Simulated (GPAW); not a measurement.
# InAs: single point with PBE

**Experimental background.**

From a printed reference work, data compilation, for a bulk crystal of InAs at 4.2 K: band gap 0.418 eV (direct).

Crystal: InAs.

```xyz
2
Lattice="0.0000 3.0180 3.0180 3.0180 0.0000 3.0180 3.0180 3.0180 0.0000" Properties=species:S:1:pos:R:3 pbc="T T T"
In    0.0000    0.0000    0.0000
As    4.5270    4.5270    4.5270
```

```yaml
Program: GPAW 26.7.0
Task: single point
Functional: PBE
Potentials_or_basis: GPAW PAW data sets (gpaw-data 1.2.1)
Cutoff: 450 eV
Basis: pw
k_mesh: 6 × 6 × 6
Occupations: fermi-dirac, width 0.01 eV
Spin: no spin polarisation
```

```
Pressure               : 3.1 GPa
Band gap on the k mesh : none (metal or under the smearing width)
```

Levels at points of the mesh, in eV from the Fermi level:
```tsv
k point	band 7	band 8	band 9	band 10	band 11	band 12
(0.00, 0.00, 0.00)	-0.17	-0.01	-0.01	-0.01	3.88	3.88
(0.50, 0.50, 0.00)	-5.87	-2.36	-2.36	1.53	2.06	9.22
(0.50, 0.50, 0.50)	-5.80	-1.01	-1.01	0.96	4.67	4.67
```

Wall time 8.2 s on 1 thread of Arm Neoverse V1 (shared host), peak memory 0.14 GiB.

Against the measured gap of InAs, 0.418 eV (direct; 4.2 K; a printed reference work, data compilation), the calculated 0.00 eV is off by -0.42 eV. Spin-orbit coupling on As, In is left out. The value is that of PBE on a finite k mesh, which can miss the band edges, without temperature or zero-point motion. Semilocal functionals fall short of measured gaps as a rule.

Caveat: the cutoff is short for stress and forces, so pressures can be off by a GPa or more; this crystal is a semiconductor, whose small gap the functional closes, so the metal is an error of the method.
